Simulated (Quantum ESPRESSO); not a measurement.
# WC (Fm-3m) in Quantum ESPRESSO: further runs, part 4 of 4

Quantum ESPRESSO 7.5.

## (5) Phonons, PBEsol

File pw.in:

```
&CONTROL
  calculation = 'scf'
  prefix = 'pwscf'
  outdir = './tmp'
  pseudo_dir = './pseudo'
  tprnfor = .true.
  tstress = .true.
  disk_io = 'low'
/
&SYSTEM
  ibrav = 0
  nat = 2
  ntyp = 2
  ecutwfc = 82
  nbnd = 15
  occupations = 'smearing'
  smearing = 'mp'
  degauss = 0.00999582
/
&ELECTRONS
  conv_thr = 4d-10
  electron_maxstep = 120
  mixing_beta = 0.5
/
ATOMIC_SPECIES
W    183.8400 W.upf
C     12.0110 C.upf
CELL_PARAMETERS angstrom
   0.0000000000    2.1926840000    2.1926840000
   2.1926840000    0.0000000000    2.1926840000
   2.1926840000    2.1926840000    0.0000000000
ATOMIC_POSITIONS crystal
W      0.0000000000    0.0000000000    0.0000000000
C      0.5000000000    0.5000000000    0.5000000000
K_POINTS automatic
10 10 10 0 0 0
```

File relax.in:

```
&CONTROL
  calculation = 'vc-relax'
  prefix = 'pwscf'
  outdir = './tmp'
  pseudo_dir = './pseudo'
  tprnfor = .true.
  tstress = .true.
  disk_io = 'low'
  nstep = 40
  forc_conv_thr = 0.0001
  etot_conv_thr = 1d-06
/
&SYSTEM
  ibrav = 0
  nat = 2
  ntyp = 2
  ecutwfc = 82
  nbnd = 15
  occupations = 'smearing'
  smearing = 'mp'
  degauss = 0.00999582
/
&ELECTRONS
  conv_thr = 4d-10
  electron_maxstep = 120
  mixing_beta = 0.5
/
&IONS
  ion_dynamics = 'bfgs'
/
&CELL
  cell_dynamics = 'bfgs'
  press = 0
  press_conv_thr = 0.2
/
ATOMIC_SPECIES
W    183.8400 W.upf
C     12.0110 C.upf
CELL_PARAMETERS angstrom
   0.0000000000    2.1926840000    2.1926840000
   2.1926840000    0.0000000000    2.1926840000
   2.1926840000    2.1926840000    0.0000000000
ATOMIC_POSITIONS crystal
W      0.0000000000    0.0000000000    0.0000000000
C      0.5000000000    0.5000000000    0.5000000000
K_POINTS automatic
10 10 10 0 0 0
```

File scf2.in:

```
&CONTROL
  calculation = 'scf'
  prefix = 'pwscf'
  outdir = './tmp'
  pseudo_dir = './pseudo'
  tprnfor = .true.
  tstress = .true.
  disk_io = 'low'
/
&SYSTEM
  ibrav = 0
  nat = 2
  ntyp = 2
  ecutwfc = 82
  nbnd = 15
  occupations = 'smearing'
  smearing = 'mp'
  degauss = 0.00999582
/
&ELECTRONS
  conv_thr = 1d-13
  electron_maxstep = 120
  mixing_beta = 0.5
  startingpot = 'file'
  startingwfc = 'file'
/
ATOMIC_SPECIES
W    183.8400 W.upf
C     12.0110 C.upf
CELL_PARAMETERS angstrom
   0.0000000000    2.1731000098    2.1731000098
   2.1731000098    0.0000000000    2.1731000098
   2.1731000098    2.1731000098    0.0000000000
ATOMIC_POSITIONS crystal
W      0.0000000000    0.0000000000    0.0000000000
C      0.5000000000    0.5000000000    0.5000000000
K_POINTS automatic
10 10 10 0 0 0
```

File ph.in:

```
phonons of WC
&INPUTPH
  prefix = 'pwscf'
  outdir = './tmp'
  tr2_ph = 1d-18
  fildyn = 'dyn'
  niter_ph = 90
  alpha_mix(1) = 0.4
/
0.0000000000 0.0000000000 0.0000000000
```

File dynmat.in:

```
&INPUT
  fildyn = 'dyn'
  asr = 'crystal'
  filout = 'dynmat.disp'
  fileig = 'dynmat.eig'
/
```

Potentials or basis: PseudoDojo 0.4.1 SR PBEsol standard.

The run is started by

```bash
$ OMP_NUM_THREADS=1 pw.x -in pw.in > pw.out
$ OMP_NUM_THREADS=1 pw.x -in relax.in > relax.out
$ OMP_NUM_THREADS=1 pw.x -in scf2.in > scf2.out
$ OMP_NUM_THREADS=1 ph.x -in ph.in > ph.out
$ OMP_NUM_THREADS=1 dynmat.x -in dynmat.in > dynmat.out
```

pw.out:

```text
This program is part of the open-source Quantum ESPRESSO suite
     for quantum simulation of materials; please cite
[... 9 lines left out ...]
     --------------------
     sticks:   dense  smooth     PW     G-vecs:    dense   smooth      PW
     Sum         769     769    241                14211    14211    2421

     Using Slab Decomposition

     bravais-lattice index     =            0
     lattice parameter (alat)  =       5.8599  a.u.
     unit-cell volume          =     142.2836 (a.u.)^3
     number of atoms/cell      =            2
     number of atomic types    =            2
     number of electrons       =        18.00
     number of Kohn-Sham states=           15
     kinetic-energy cutoff     =      82.0000  Ry
     charge density cutoff     =     328.0000  Ry
     scf convergence threshold =      4.0E-10
     mixing beta               =       0.5000
     number of iterations used =            8  plain     mixing
     Exchange-correlation= PBESOL
                           (   1   4  10   8   0   0   0)

     celldm(1)=   5.859896  celldm(2)=   0.000000  celldm(3)=   0.000000
     celldm(4)=   0.000000  celldm(5)=   0.000000  celldm(6)=   0.000000

[... 8 lines left out ...]
               b(3) = (  0.707107  0.707107 -0.707107 )

     PseudoPot. # 1 for W  read from file:
     W.upf
     Pseudo is Norm-conserving + core correction, Zval = 14.0
     Generated using ONCVPSP code by D. R. Hamann
     Using radial grid of 1396 points,  8 beta functions with:
                l(1) =   0
                l(2) =   0
                l(3) =   1
[... 81 lines left out ...]

     starting charge      17.9995, renormalised to      18.0000
     Starting wfcs are   14 randomized atomic wfcs +    1 random wfcs

     Self-consistent Calculation

     iteration #  1     ecut=    82.00 Ry     beta= 0.50
     Davidson diagonalization with overlap
     ethr =  1.00E-02,  avg # of iterations =  4.7

     total energy              =    -163.43261811 Ry
     estimated scf accuracy    <       0.52131274 Ry
[... 57 lines left out ...]
     iteration # 10     ecut=    82.00 Ry     beta= 0.50
     Davidson diagonalization with overlap
     ethr =  2.08E-11,  avg # of iterations =  3.3

     End of self-consistent calculation

          k = 0.0000 0.0000 0.0000 (  1807 PWs)   bands (ev):

   -53.8118 -17.8016 -17.8016 -17.8016   5.7875  18.8231  18.8231  18.8231
    20.5479  20.5479  20.5479  20.6136  20.6136  28.0364  31.1954

          k = 0.0707 0.0707-0.0707 (  1798 PWs)   bands (ev):
[... 146 lines left out ...]
   -53.7625 -18.3312 -18.0113 -18.0113   8.0369  15.7983  15.9898  19.1019
    19.1019  22.4327  23.8567  23.8567  26.9948  28.8369  33.3648

          k = 0.2828 0.1414 0.0000 (  1790 PWs)   bands (ev):

   -53.7917 -18.0619 -17.8985 -17.8436   7.4190  15.0652  16.7034  16.9527
    19.2688  21.5299  22.8189  23.5967  26.8511  30.8480  34.3439

          k = 0.3536 0.2121-0.0707 (  1787 PWs)   bands (ev):
[... 71 lines left out ...]
   -53.7625 -18.2221 -18.1233 -18.0168   8.8448  15.4933  15.5523  15.6020
    21.2614  22.7923  23.8652  24.8676  26.5829  32.5960  33.7191

     the Fermi energy is    21.6459 ev

!    total energy              =    -163.64145230 Ry
     estimated scf accuracy    <          3.6E-10 Ry
     smearing contrib. (-TS)   =       0.00001870 Ry
     internal energy E=F+TS    =    -163.64147099 Ry

     The total energy is F=E-TS. E is the sum of the following terms:
     one-electron contribution =     -11.56667943 Ry
     hartree contribution      =      17.15362931 Ry
     xc contribution           =     -37.21179609 Ry
     ewald contribution        =    -132.01662479 Ry

     convergence has been achieved in  10 iterations

     Forces acting on atoms (cartesian axes, Ry/au):

     atom    1 type  1   force =     0.00000000   -0.00000000   -0.00000000
     atom    2 type  2   force =     0.00000000    0.00000000    0.00000000

     Total force =     0.000000     Total SCF correction =     0.000000

     Computing stress (Cartesian axis) and pressure

          total   stress  (Ry/bohr**3)                   (kbar)     P=      -99.18
  -0.00067419   0.00000000   0.00000000          -99.18        0.00        0.00
   0.00000000  -0.00067419   0.00000000            0.00      -99.18        0.00
   0.00000000   0.00000000  -0.00067419            0.00        0.00      -99.18

=------------------------------------------------------------------------------=
   JOB DONE.
=------------------------------------------------------------------------------=
```

relax.out:

```text
This program is part of the open-source Quantum ESPRESSO suite
     for quantum simulation of materials; please cite
[... 9 lines left out ...]
     --------------------
     sticks:   dense  smooth     PW     G-vecs:    dense   smooth      PW
     Sum         769     769    241                14211    14211    2421
[... 2355 lines left out ...]
  -0.00000102   0.00000000   0.00000000           -0.15        0.00        0.00
  -0.00000000  -0.00000102   0.00000000           -0.00       -0.15        0.00
   0.00000000  -0.00000000  -0.00000102            0.00       -0.00       -0.15

=------------------------------------------------------------------------------=
   JOB DONE.
=------------------------------------------------------------------------------=
```

scf2.out:

```text
This program is part of the open-source Quantum ESPRESSO suite
     for quantum simulation of materials; please cite
[... 9 lines left out ...]
     --------------------
     sticks:   dense  smooth     PW     G-vecs:    dense   smooth      PW
     Sum         757     757    241                13851    13851    2421
[... 411 lines left out ...]
  -0.00000099   0.00000000   0.00000000           -0.15        0.00        0.00
   0.00000000  -0.00000099   0.00000000            0.00       -0.15        0.00
   0.00000000   0.00000000  -0.00000099            0.00        0.00       -0.15

=------------------------------------------------------------------------------=
   JOB DONE.
=------------------------------------------------------------------------------=
```

Wall time 6.1 min (1 thread of Arm Neoverse V2, shared host); peak memory 0.06 GiB.

What came out:

- Free energy: -2226.4727 eV
- Relaxed volume: 10.26 Å³/atom
- Relaxed cell: a = 3.073 Å, b = 3.073 Å, c = 3.073 Å, α = 60.00°, β = 60.00°, γ = 60.00°
- Space group after relaxing (to 0.05 Å): Fm-3m (No. 225)
- Pressure after relaxing: 0.0 GPa
- Band gap on the k mesh: none (metal or under the smearing width)
- Highest phonon frequency at Γ: 446 cm⁻¹

The path:
| step | energy change (eV) | largest force (eV/Å) | pressure (GPa) | volume (Å³) |
| --- | --- | --- | --- | --- |
| 1 | 0.0000 | 0.0000 | -9.92 | 21.08 |
| 2 | -0.0029 | 0.0000 | 9.93 | 20.04 |
| 3 | -0.0177 | 0.0000 | -0.42 | 20.55 |
| 4 | -0.0177 | 0.0000 | -0.02 | 20.53 |
| 5 | -0.0177 | 0.0000 | 0.02 | 20.52 |

Final structure:
```xyz
2
Lattice="0.0000 2.1731 2.1731 2.1731 0.0000 2.1731 2.1731 2.1731 0.0000" Properties=species:S:1:pos:R:3 pbc="T T T"
W     0.0000    0.0000    0.0000
C     2.1731    2.1731    2.1731
```

Levels at points of the mesh, in eV from the Fermi level:
| k point | band 5 | band 6 | band 7 | band 8 | band 9 | band 10 | band 11 | band 12 | band 13 | band 14 |
| --- | --- | --- | --- | --- | --- | --- | --- | --- | --- | --- |
| (0.00, 0.00, 0.00) | -16.10 | -2.93 | -2.93 | -2.93 | -1.15 | -1.15 | -1.15 | -1.06 | -1.06 | 6.69 |
| (0.00, 0.00, -0.50) | -11.26 | -10.12 | -6.85 | -6.85 | 1.03 | 1.03 | 2.36 | 4.88 | 9.02 | 9.02 |
| (0.00, -0.50, -0.50) | -13.84 | -6.06 | -5.72 | -2.59 | -2.59 | 0.84 | 2.32 | 2.32 | 5.61 | 7.55 |

Phonon frequencies in cm⁻¹ (negative: imaginary):
```csv
q point,frequencies
"(0.000, 0.000, 0.000)",-4 -4 -4 446 446 446
```

Optical modes at Γ, degenerate ones joined:
| cm⁻¹ | components | symmetry | active in |
| --- | --- | --- | --- |
| 446 | 3 | T1u | IR |

The run has no spin-orbit coupling, so splittings on W are missing.

## (6) Summary

```tsv
level	potentials or basis	k mesh	cutoff (eV)	smearing	gap on the mesh (eV)	pressure (GPa)
revPBE	GBRV 1.5 PBE	7 × 7 × 7	762	cold 0.2 eV	none	0.0
RPBE	GBRV 1.5 PBE	7 × 7 × 7	762	cold 0.2 eV	none	0.0
vdW-DF-cx	GBRV 1.5 PBE	7 × 7 × 7	762	cold 0.2 eV	none	0.0
PBEsol	PseudoDojo 0.4.1 SR PBEsol standard	10 × 10 × 10	1116	methfessel-paxton 0.136 eV	none	0.0
```

Alike in all rows: task phonons; no spin polarisation; cell relaxed.

Caveats: the mesh is thin for the phonons of a metal (some runs); the potentials were made for another functional, which shifts forces and pressure (some runs).

Total energies depend on the potentials used, so only differences within one code and one set of settings carry meaning.
